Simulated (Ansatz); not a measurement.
We consider fluorite SrF₂, described by revPBE (plane waves, PAW; Ansatz, a first-principles code).

Settings: plane-wave cutoff 520 eV, 10×10×10 k mesh, Fermi–Dirac smearing 0.01 eV, scalar-relativistic PAW data made under PBE.

Equation-of-state points:

| V (Å³/atom) | E − E_lowest (meV/atom) | P (GPa) |
|---|---|---|
| 16.398 | 12.42 | 4.03 |
| 16.747 | 5.30 | 2.53 |
| 17.096 | 1.27 | 1.19 |
| 17.445 | 0.00 | 0.00 |
| 17.794 | 1.20 | -1.07 |
| 18.143 | 4.60 | -2.03 |
| 18.492 | 9.98 | -2.89 |

Task: Estimate the bulk modulus from the pressures at 17.096 and 17.794 Å³/atom, and compare it with a fit to all energies.

Result: B = −V dP/dV. Between V = 17.096 and 17.794 Å³/atom, dP/dV = (-1.07 − (1.19))/(17.794 − 17.096) = -3.24 GPa per Å³/atom; at the midpoint 17.445 Å³/atom this gives B ≈ 56.5 GPa. The third-order Birch–Murnaghan fit gives V0 = 17.444 Å³/atom, B0 = 56.6 GPa, B′ = 4.6, which lies within 1 % of that estimate.

Measured, for comparison: bulk modulus 69 GPa (temperature not stated, not corrected to a static lattice; as tabulated in On the Morphology of Group II Metal Fluoride Nanocrystals at Finite Temperature …). Computed (rounded) less measured: bulk modulus -18 %.

The computed numbers hold no vibrational or temperature effects.

It cost around 18 core-seconds (rough) of CPU time.
